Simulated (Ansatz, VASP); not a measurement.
# H9C23N2: VASP beside Ansatz

One calculation is typed for both programs; each brings its own data sets. How far apart do they land? The cell is taken from a series of runs on this material, whose earlier steps may have relaxed, scaled, displaced or heated it; both programs get it as it stands.

Program: Ansatz 0.2.0. Level of theory: plane waves, with VASP 6.6.1 beside it; PBE. Results are calculated unless marked as measured.

**1. The structure**

The cell holds 34 atoms: 9 H, 2 N and 23 C. Its edges and angles: a = 5.044 Å, b = 5.044 Å, c = 21.664 Å, α = 90.0°, β = 90.0°, γ = 60.0°. It derives from C. As first built, before any earlier steps moved the atoms or strained the cell (in the runner's words): kind terminated face; group NH2; share_of_top_atoms 0.25; rest H; oxygen_in_back_bonds 0; lower_face H. Vacuum lies along c.

**2. VASP: single point, PBE**

A single point takes one fixed geometry, so differences don't come from the geometry; what else differs is listed under the comparison.

Lines of VASP's logs that name or quote its potential files are left out, and so is its time.

Input file INCAR:

```
SYSTEM = H9C23N2
PREC = Accurate
ENCUT = 520
EDIFF = 1E-06
NELM = 120
ISMEAR = -1
SIGMA = 0.02
LREAL = Auto
ALGO = Normal
GGA = PE
NBANDS = 80
LORBIT = 11
LWAVE = .FALSE.
LCHARG = .FALSE.
ISIF = 2
LDIPOL = .TRUE.
IDIPOL = 3
DIPOL = 0.5 0.5 0.493
LVHAR = .TRUE.
LASPH = .TRUE.
GGA_COMPAT = .FALSE.
NELMDL = -8
KPAR = 4
```

Input file POSCAR:

```
H9C23N2
1.0
    5.0444997770      0.0000000000      0.0000000000
    2.5222498885      4.3686649563      0.0000000000
    0.0000000000      0.0000000000     21.6636689229
H N C
9 2 23
Direct
    0.1159760382      0.0891292305      0.6755632773
    0.7948947314      0.0891292305      0.6755632773
    0.5013420124      0.9973159754      0.6380537705
    0.0004231514      0.5041500080      0.6380806533
    0.4954268408      0.5041500080      0.6380806533
    0.0000000001      0.0000000000      0.3231216290
    0.5000000000      0.0000000000      0.3231216290
    0.0000000001      0.5000000000      0.3231216290
    0.5000000000      0.5000000000      0.3231216290
    0.0109837726      0.9780324549      0.6578005088
    0.0006112277      0.9987775447      0.5895892522
    0.5001803202      0.9996393598      0.5870464613
    0.0001640749      0.4993059563      0.5872105141
    0.5005299690      0.4993059563      0.5872105141
    0.8334707870      0.3330584261      0.5649750358
    0.3333934910      0.3332130181      0.5645400619
    0.8339420048      0.8325173507      0.5649835511
    0.3335406446      0.8325173507      0.5649835511
    0.8338167338      0.3323665326      0.4933249981
    0.3334520942      0.3330958116      0.4930828511
    0.8338470336      0.8337874866      0.4933287555
    0.3323654798      0.8337874866      0.4933287555
    0.1665808580      0.1666050259      0.4694222471
    0.6668141162      0.1666050259      0.4694222471
    0.1666680492      0.6666639016      0.4694554058
    0.6667004160      0.6665991682      0.4696921783
    0.1666666666      0.1666666670      0.3981251810
    0.6666666666      0.1666666670      0.3981251810
    0.1666666666      0.6666666670      0.3981251810
    0.6666666666      0.6666666670      0.3981251810
    0.0000000001      0.0000000000      0.3743594880
    0.5000000000      0.0000000000      0.3743594880
    0.0000000001      0.5000000000      0.3743594880
    0.5000000000      0.5000000000      0.3743594880
```

Input file KPOINTS:

```
Automatic mesh
0
Gamma
6 6 1
0 0 0
```

PAW data sets: H, N and C (PBE family, release 64).

Run with:

```bash
mpirun -np 4 vasp_std
```

Numbers of over 12 decimals in the logs are rounded to 6 here.

Output:

```text
[banner, memory and clock lines left out]
running    4 mpi-ranks, on    1 nodes
[...]
LDA part: xc-table for (Slater+PW92), standard interpolation
 POSCAR, INCAR and KPOINTS ok, starting setup
[...]
entering main loop
       N       E                     dE             d eps       ncg     rms          rms(c)
DAV:   1     0.781385856196E+03    0.78139E+03   -0.50034E+04  2096   0.119E+03
DAV:   2    -0.167165277284E+03   -0.94855E+03   -0.90006E+03  2920   0.287E+02
DAV:   3    -0.264322520169E+03   -0.97157E+02   -0.96161E+02  2640   0.925E+01
DAV:   4    -0.266969450101E+03   -0.26469E+01   -0.26277E+01  2912   0.171E+01
[...]
DAV:  27    -0.254143570849E+03   -0.87497E-05   -0.95305E-06  2128   0.864E-03    0.337E-03
DAV:  28    -0.254143572171E+03   -0.13222E-05   -0.62859E-07  2008   0.287E-03    0.374E-03
DAV:  29    -0.254143571972E+03    0.19958E-06   -0.11408E-06  1872   0.529E-03
   1 F= -.25414357E+03 E0= -.25413947E+03  d E =-.819824E-02
```

From OUTCAR (step 2):

```text
  Total        2.8540908      2.2150864      2.0690287      0.0000000     -0.2340804      0.0000000
  in kB        9.5781031      7.4336551      6.9434967      0.0000000     -0.7855555      0.0000000
  external PRESSURE =       7.9850849 kB  Pullay stress =       0.0000000 kB

 POSITION                                       TOTAL-FORCE (eV/Angst)
 -----------------------------------------------------------------------------------
      0.80985      0.38938     14.63518         0.697379      0.274003      0.283787
      4.23465      0.38938     14.63518        -0.697379      0.274003      0.283787
      5.04450      4.35694     13.82259         0.000000      0.108541      0.424195
      1.27373      2.20246     13.82317         0.049676     -0.060555      0.321427
      3.77077      2.20246     13.82317        -0.049676     -0.060555      0.321427
      0.00000      0.00000      7.00000        -0.000000     -0.000955      0.105709
      2.52225      0.00000      7.00000        -0.000000     -0.012295      0.117818
      1.26112      2.18433      7.00000        -0.009942      0.006427      0.116321
      3.78337      2.18433      7.00000         0.009942      0.006427      0.116321
      2.52225      4.27270     14.25037        -0.000000     -0.823624      0.219979
      2.52225      4.36332     12.77267        -0.000000      0.328877     -0.140892
      5.04450      4.36709     12.71758        -0.000000      0.145613      0.216603
      1.26020      2.18130     12.72113         0.242749     -0.111374      0.408572
      3.78430      2.18130     12.72113        -0.242749     -0.111374      0.408572
[...]
-----------------------------------------------------------------------------------
    total drift:                               -0.000002     -0.004251     -0.033916

  FREE ENERGIE OF THE ION-ELECTRON SYSTEM (eV)
  ---------------------------------------------------
  free  energy   TOTEN  =      -254.1435719717 eV

  energy  without entropy=     -254.1353737290  energy(sigma->0) =     -254.13947285

[... 3 further parts left out ...]
[key lines of the parts left out:]
E-fermi :   2.9185
```

This run has no spin polarisation. Its electron count is odd, so without a moment it is a metal by construction.

**3. Ansatz: single point, PBE**

Ansatz runs on its PAW soft_1 files.

The same cell, functional, mesh and smearing now go to Ansatz, which takes its cutoff from its data sets.

Input file input.yaml:

```yaml
crystal:
  lattice:
    - [5.044499777, 0.0, 0.0]
    - [2.5222498885, 4.3686649563, 0.0]
    - [0.0, 0.0, 21.6636689229]
  atoms:
    - { symbol: H, position: [0.1159760381, 0.0891292305, 0.6755632773] }
    - { symbol: H, position: [0.7948947313, 0.0891292305, 0.6755632773] }
    - { symbol: "N", position: [0.0109837726, -0.0219675451, 0.6578005088] }
    - { symbol: H, position: [0.5013420123, -0.0026840246, 0.6380537705] }
    - { symbol: H, position: [0.0004231513, 0.504150008, 0.6380806533] }
    - { symbol: H, position: [0.4954268407, 0.504150008, 0.6380806533] }
    - { symbol: "N", position: [0.0006112276, -0.0012224553, 0.5895892522] }
    - { symbol: C, position: [0.5001803201, -0.0003606402, 0.5870464613] }
    - { symbol: C, position: [0.0001640748, 0.4993059563, 0.5872105141] }
    - { symbol: C, position: [0.5005299689, 0.4993059563, 0.5872105141] }
    - { symbol: C, position: [0.833470787, 0.3330584261, 0.5649750358] }
    - { symbol: C, position: [0.333393491, 0.3332130181, 0.5645400619] }
    - { symbol: C, position: [0.8339420047, 0.8325173507, 0.5649835511] }
    - { symbol: C, position: [0.3335406446, 0.8325173507, 0.5649835511] }
    - { symbol: C, position: [0.8338167337, 0.3323665326, 0.4933249981] }
    - { symbol: C, position: [0.3334520942, 0.3330958116, 0.4930828511] }
    - { symbol: C, position: [0.8338470336, 0.8337874866, 0.4933287555] }
    - { symbol: C, position: [0.3323654798, 0.8337874866, 0.4933287555] }
    - { symbol: C, position: [0.166580858, 0.1666050259, 0.4694222471] }
    - { symbol: C, position: [0.6668141161, 0.1666050259, 0.4694222471] }
    - { symbol: C, position: [0.1666680492, 0.6666639016, 0.4694554058] }
    - { symbol: C, position: [0.6667004159, 0.6665991682, 0.4696921783] }
    - { symbol: C, position: [0.1666666665, 0.166666667, 0.398125181] }
    - { symbol: C, position: [0.6666666665, 0.166666667, 0.398125181] }
    - { symbol: C, position: [0.1666666665, 0.666666667, 0.398125181] }
    - { symbol: C, position: [0.6666666665, 0.666666667, 0.398125181] }
    - { symbol: C, position: [0.0, 0.0, 0.374359488] }
    - { symbol: C, position: [0.5, 0.0, 0.374359488] }
    - { symbol: C, position: [0.0, 0.5, 0.374359488] }
    - { symbol: C, position: [0.5, 0.5, 0.374359488] }
    - { symbol: H, position: [0.0, 0.0, 0.323121629] }
    - { symbol: H, position: [0.5, 0.0, 0.323121629] }
    - { symbol: H, position: [0.0, 0.5, 0.323121629] }
    - { symbol: H, position: [0.5, 0.5, 0.323121629] }
kpoints:
  mp_grid: { grid: [6, 6, 1] }
scf:
  occupations: { method: fermi_dirac, width: 0.02 }
  n_extra_bands: 26
hamiltonian:
  xc: pbe
  pseudopotentials: { kind: paw, azcp: { folder: soft_1 } }
output:
  forces: true
  write_potential: true
  volumetric_format: []
efield:
  axis: 3
  dipole_correction: true
```

Run with:

```bash
ansatz run input.yaml --threads 4 --pin off --max-ram 11264MiB --backend cpu --events-out ev --progress --plain --runs-dir out
```

Output:

```text
scf.n_extra_bands = 26 over 56 filled bands (N_el = 111.0): the run solves 82 bands
Engine: ansatz 0.2.0, x86_64-unknown-linux-gnu
Pseudopotentials: kind: paw
Pseudopotential: H, paw, valence charge 1, recommended cutoff 420 eV (normal), soft_1/H.paw.azcp
Pseudopotential: N, paw, valence charge 5, recommended cutoff 420 eV (normal), soft_1/N.paw.azcp
Pseudopotential: C, paw, valence charge 4, recommended cutoff 420 eV (normal), soft_1/C.paw.azcp
Functional definition: PBE
  parameter kappa = 0.804
  parameter beta = 0.066725
  exchange = pbe_x(kappa = kappa, mu = beta*pi^2/3)
  correlation = pbe_c(beta = beta)
Crystal: 34 atoms, lattice volume = 477.418 Å³
Basis set: ecut = 420 eV, 9415 PW (Γ), exchange–correlation on 72×72×300 points (8 copies of the dense FFT grid, shifted against one another)
Bands: 82, of which v1, the nominal top of the filled ones, is band 56 counted from 1 (55 counted from 0)
Symmetry: 2 space group operations
Space group: Cm (ITA 8), of the structure as read, at distance tolerance 7.8e-5 Å
k-points: 13 of 36 (time reversal used)
Non-local potential: H, projectors of the file, l = 0: 2, l = 1: 1
Non-local potential: N, projectors of the file, l = 0: 2, l = 1: 2, l = 2: 1
Non-local potential: C, projectors of the file, l = 0: 2, l = 1: 2, l = 2: 1
PAW form: soft (Blöchl's): semilocal exchange-correlation on the pseudo side does not see the compensation charge
PAW one-centre angular grid: H, 110 points (default); XC on 64 Gauss nodes
PAW one-centre angular grid: N, 110 points (default); XC on 64 Gauss nodes
PAW one-centre angular grid: C, 110 points (default); XC on 64 Gauss nodes
Initial density: superposition of atomic densities (neutral atoms: chi_scale 0, normalization atom)
Initial wavefunctions: pseudopotential atomic-orbital guess
Functional: x = pbe(κ = 0.804, μ = 0.219515), c = pbe(β = 0.066725)
SCF iter   1: F=—  HF=-6688.856030 eV  |F-HF|=—  |Δ(HF+E_count)|=         —  Δρ=8.98e-2  dr2=3.82e1  ethr=3.10e-3  p=-0.000 e·Å  D=-6.10e-7 V/Å  ΔV_dip=0.00 eV  dr2_dipole=3.06e-1  V_vac-E_F(+/−)=3.92/3.92 eV  ⟨swp⟩=8.7  Hψ=6564  notcnv=0  defer=111
efield: sawtooth ramp at fractional position 0.9493 (placed from the atoms, in the widest stretch of the axis that holds none; the zero of the levels goes with the place), width 0.1000; the density the first Hamiltonian is built on has a dipole p = -0.000 e·Å; the dipole correction subtracts the counter field D = -6.10e-7 V/Å, which shifts the + side's vacuum level by +0.00 eV against the − side's; the planar-averaged density in the ramp window peaks in size at 5.1e-6 e/Å³
preconditioner: auto → LDOS  [metal: Δε(μ)=0.021 eV  Ē_g=16.666 eV  σ=0.020 eV  W_gap=0.25  n_scr=80 (ndim 8)  ℏωp=17.9 eV  f_vac=0.546  D(μ)=3.70/eV (n_scr^D=8)  β→1.0]
SCF iter   2: F=—  HF=-6680.532610 eV  |F-HF|=—  |Δ(HF+E_count)|=    8.32e0  Δρ=4.09e-2  dr2=2.22e1  ethr=3.10e-3  p=-0.324 e·Å  D=-1.23e-1 V/Å  ΔV_dip=2.66 eV  dr2_dipole=1.38e1  V_vac-E_F(+/−)=2.78/0.13 eV  ⟨swp⟩=15.6  Hψ=5574  notcnv=0  defer=231
SCF iter   3: F=—  HF=-6700.929100 eV  |F-HF|=—  |Δ(HF+E_count)|=    2.04e1  Δρ=8.77e-2  dr2=7.84e2  ethr=3.10e-3  p=1.162 e·Å  D=4.40e-1 V/Å  ΔV_dip=-9.54 eV  dr2_dipole=4.62e2  V_vac-E_F(+/−)=-0.03/9.60 eV  ⟨swp⟩=13.8  Hψ=5302  notcnv=0  defer=265  recentre
SCF iter   4: F=—  HF=-6677.582273 eV  |F-HF|=—  |Δ(HF+E_count)|=    2.33e1  Δρ=1.43e-2  dr2=1.86e0  ethr=3.10e-3  p=0.358 e·Å  D=1.36e-1 V/Å  ΔV_dip=-2.94 eV  dr2_dipole=1.50e0  V_vac-E_F(+/−)=1.87/4.78 eV  ⟨swp⟩=8.7  Hψ=3744  notcnv=0  defer=238
SCF iter   5: F=—  HF=-6677.302042 eV  |F-HF|=—  |Δ(HF+E_count)|=   2.80e-1  Δρ=6.50e-3  dr2=9.89e-1  ethr=1.67e-3  p=0.137 e·Å  D=5.20e-2 V/Å  ΔV_dip=-1.13 eV  dr2_dipole=1.05e0  V_vac-E_F(+/−)=1.94/3.05 eV  ⟨swp⟩=4.5  Hψ=1543  notcnv=0  defer=260
SCF iter   6: F=—  HF=-6677.234042 eV  |F-HF|=—  |Δ(HF+E_count)|=   6.80e-2  Δρ=3.44e-3  dr2=2.66e-1  ethr=8.91e-4  p=-0.078 e·Å  D=-2.95e-2 V/Å  ΔV_dip=0.64 eV  dr2_dipole=1.38e-2  V_vac-E_F(+/−)=2.19/1.54 eV  ⟨swp⟩=5.5  Hψ=1571  notcnv=0  defer=249
SCF iter   7: F=—  HF=-6677.214482 eV  |F-HF|=—  |Δ(HF+E_count)|=   1.96e-2  Δρ=1.55e-3  dr2=1.14e-1  ethr=2.39e-4  p=-0.067 e·Å  D=-2.56e-2 V/Å  ΔV_dip=0.55 eV  dr2_dipole=1.76e-2  V_vac-E_F(+/−)=2.28/1.72 eV  ⟨swp⟩=5.1  Hψ=1507  notcnv=0  defer=250
SCF iter   8: F=—  HF=-6677.197487 eV  |F-HF|=—  |Δ(HF+E_count)|=   1.70e-2  Δρ=8.38e-4  dr2=2.52e-2  ethr=1.03e-4  p=-0.069 e·Å  D=-2.63e-2 V/Å  ΔV_dip=0.57 eV  dr2_dipole=1.35e-2  V_vac-E_F(+/−)=2.50/1.92 eV  ⟨swp⟩=6.9  Hψ=1525  notcnv=0  defer=250
SCF iter   9: F=—  HF=-6677.197310 eV  |F-HF|=—  |Δ(HF+E_count)|=   1.78e-4  Δρ=8.16e-4  dr2=7.13e-2  ethr=2.27e-5  p=-0.087 e·Å  D=-3.30e-2 V/Å  ΔV_dip=0.71 eV  dr2_dipole=5.86e-2  V_vac-E_F(+/−)=2.70/1.98 eV  ⟨swp⟩=5.5  Hψ=1685  notcnv=0  defer=251  recentre
[...]
SCF 1 converged in 20 iterations: F = -6677.197103 eV  dr2 = 5.31e-8
  greatest PAW one-centre occupation: 0.813 electrons in one spin orbital (limit 2), on the N atom at site 2 (counted from 0), in its partial waves of l = 0
WARN: The output density's exchange-correlation potential varies sharply where the density is thin. Do not read a vacuum level from v_tot or v_xc, or from such a field of the output density. On a cell that repeats whose density bears no net charge and no dipole along the vacuum's axis use v_es (v_loc + v_h of the components); under efield.dipole_correction with no amplitude use v_es + v_field, which holds any externa [...]
SCF converged after 20 iterations
Free energy (F): -6677.197103 eV
Harris-Foulkes:  -6677.197103 eV  (|F-HF|=6.09e-8)
Internal energy: -6677.188974 eV  (E = F + TS)
E sigma→0 (E₀):  -6677.193038 eV
Entropy (-TS):   -0.008129 eV (-0.239 meV/atom)
Fermi energy:    4.034254 eV
Dipole field:    D = -0.038068 V/Å  (p = -0.100437 e·Å, saw-weighted, corrected)
Work function:   Φ+ = 2.8596 eV   Φ− = 2.0325 eV (in doubt: plateau slope 1.7e-2 eV/Å)
Levels:          The Fermi level and band energies are counted from a zero that moves with the ramp; work functions are not
Vacuum region:   at the solve's end the planar-averaged density reaches 1.35e-4 e/Å³ inside the ramp window [0.9032, 0.0955] (bound 1e-5 e/Å³)
--- Per-component energies (eV) ---
  E_band       = -958.364005
  E_kinetic    = 2441.594047
  E_local      = -83304.375597  (includes V_loc(G=0)·N_el)
  E_nonlocal   = 604.001366
  E_hartree    = 40564.298922
  E_xc         = -1292.179346
  E_vxc        = -1603.400854  (∫ρ·V_xc dr)
  E_paw        = -2560.459170  (= ΣΔE_a)
  E_vpaw       = -224.134779  (= ΣTr[D̂ρ^β])
  E_aug_tail   = -0.007239  (compensation charges beyond the density's cutoff)
  E_efield     = 0.001912  (sawtooth field / dipole correction)
  E_vefield    = -0.643106  (∫n·V_field dr)
  E_ewald      = 36869.936131
  E_smearing   = -0.008129  (= −TS)
  E_closure    = -0.000000  (closes the sum)
  Σ components = -6677.197103   (vs F -6677.197103, Δ=0.00e0)
--- Forces (eV/Å), atoms counted from 1 ---
  atom   1  H      0.70044927     0.29753949     0.28136387
  atom   2  H     -0.70044927     0.29753949     0.28136387
  atom   3  N      0.00000000    -0.87750943     0.16911225
  atom   4  H      0.00000000     0.10912472     0.40045168
  atom   5  H      0.04846709    -0.06202953     0.29654287
  atom   6  H     -0.04846709    -0.06202953     0.29654287
  atom   7  N      0.00000000     0.33727845    -0.11458066
  atom   8  C      0.00000000     0.14631900     0.22781750
  atom   9  C      0.24412412    -0.11208932     0.41729176
  atom  10  C     -0.24412412    -0.11208932     0.41729176
  atom  11  C      0.00000000     1.56022916    -0.85427264
  atom  12  C      0.00000000    -0.02504683    -0.27596058
  atom  13  C     -1.42573992    -0.76321365    -0.83543039
  atom  14  C      1.42573992    -0.76321365    -0.83543039
  atom  15  C      0.00000000    -0.48911391     0.06385761
  atom  16  C      0.00000000     0.01493689     0.09287942
  atom  17  C      0.46473484     0.26210587     0.10419828
  atom  18  C     -0.46473484     0.26210587     0.10419828
  atom  19  C      0.05544271     0.02659558    -0.11667440
  atom  20  C     -0.05544271     0.02659558    -0.11667440
  atom  21  C      0.00000000    -0.06293297    -0.15377620
  atom  22  C      0.00000000     0.00595428     0.35528827
  atom  23  C     -0.01994436    -0.01389642    -0.90549303
  atom  24  C      0.01994436    -0.01389642    -0.90549303
  atom  25  C      0.00000000     0.01372546    -0.90281785
  atom  26  C      0.00000000    -0.00153376    -0.89452299
  atom  27  C      0.00000000    -0.00122628     0.67854451
  atom  28  C      0.00000000     0.01593642     0.72249026
  atom  29  C      0.01299021    -0.00761338     0.72594836
  atom  30  C     -0.01299021    -0.00761338     0.72594836
  atom  31  H      0.00000000    -0.00106615     0.12949204
  atom  32  H      0.00000000    -0.01239923     0.14125024
  atom  33  H     -0.00990768     0.00625439     0.13975167
  atom  34  H      0.00990768     0.00625439     0.13975167
  max |Σ_I F_I| component: 2.51e-4 eV/Å
--- Band table (eV; the first three rows and the last of 13) ---
  k-point 0: bands = [... 52 lower, -1.4609, -0.1465, -0.1422, 3.3149, 3.8440, 3.9109, 5.0670, 5.0847, ... 22 higher]
  k-point 1: bands = [... 52 lower, -1.5727, -0.8516, -0.4134, 3.5649, 4.0440, 4.1420, 5.1760, 5.4336, ... 22 higher]
  k-point 2: bands = [... 52 lower, -2.0225, -1.5604, -1.0760, 4.0301, 4.3954, 4.5140, 5.0063, 5.6802, ... 22 higher]
  k-point 12: bands = [... 52 lower, -2.2617, -1.8875, -1.5081, 4.6337, 4.8983, 4.9623, 5.2406, 5.6395, ... 22 higher]
```

**4. Comparison**

Known differences besides the potentials themselves: the cutoff is 420 eV in Ansatz and 520 eV in VASP (PREC = Accurate, projectors in real space). Total energies have different zeros and are not compared.

The two programs side by side:

| quantity | Ansatz | VASP | difference |
| --- | --- | --- | --- |
| work function, lower of the two faces (eV) | 2.03 | 2.04 | -0.01 |
| work function, higher of the two faces (eV) | 2.86 | 2.86 | 0.00 |

Forces on 10 of the 34 atoms, those with the largest forces and the largest differences (eV/Å; atoms numbered as in POSCAR):

| atom | Ansatz x, y, z | VASP x, y, z |
| --- | --- | --- |
| H4 | 0.048, -0.062, 0.297 | 0.050, -0.061, 0.321 |
| N10 | 0.000, -0.878, 0.169 | 0.000, -0.824, 0.220 |
| N11 | 0.000, 0.337, -0.115 | 0.000, 0.329, -0.141 |
| C15 | 0.000, 1.560, -0.854 | 0.000, 1.556, -0.860 |
| C17 | -1.426, -0.763, -0.835 | -1.421, -0.764, -0.837 |
| C18 | 1.426, -0.763, -0.835 | 1.421, -0.764, -0.837 |
| C27 | -0.020, -0.014, -0.905 | -0.020, -0.014, -0.904 |
| C28 | 0.020, -0.014, -0.905 | 0.020, -0.014, -0.904 |
| C29 | 0.000, 0.014, -0.903 | 0.000, 0.014, -0.901 |
| C30 | 0.000, -0.002, -0.895 | 0.000, -0.001, -0.893 |

The forces differ by 11 meV/Å r.m.s., which is 2.5 % of the r.m.s. force of 0.435 eV/Å (both taken over all components). Where the cell holds vacuum, a pressure given here is an average over it and none of the material.

**5. What came out**

```json
{
  "r.m.s. force difference (single point, PBE)": "2.5 % of the r.m.s. force"
}
```

The r.m.s. force difference is 2.5 % of the r.m.s. force (single point, PBE), within the 3 % picked in this series as the mark of a large difference. How closely two codes agree says nothing of how well the functional describes the real material.

[Lines on the potential files, build, host, timing and source positions are cut from VASP's logs without a mark.]

[Logs are printed without paths, hosts, clocks, repeated set-up lines and the standing remarks that a program may print on its own settings, such as how far it seeks lower states.]

[Hosts, paths, dates, database ids (printed as entryN), source tags and the programs' standing remarks are cut or masked in the printed files.]
